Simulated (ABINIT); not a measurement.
AgBr:

```
CELL_PARAMETERS angstrom
0.00000 2.87015 2.87015
2.87015 0.00000 2.87015
2.87015 2.87015 0.00000
ATOMIC_POSITIONS crystal
Ag 0.00000 0.00000 0.00000
Br 0.50000 0.50000 0.50000
```

Program: ABINIT 10.8.3 (patched build). Alike in all runs: task band structure; potentials or basis JTH PAW PBE v2.0; cell as given; k mesh 8 × 8 × 8; cutoff (eV) 463; smearing fermi-dirac 0.05 eV.

Problem. Order these runs on this cell by their pressure, lowest first.
A. level BLYP; spin SOC, no magnetisation
B. level BP86; spin off
C. level WC; spin off

Solution. C (-1.6 GPa), B (2.3 GPa), A (6.1 GPa).

Caveats: the PAW data sets were made with another functional, which shifts forces and pressure a little.
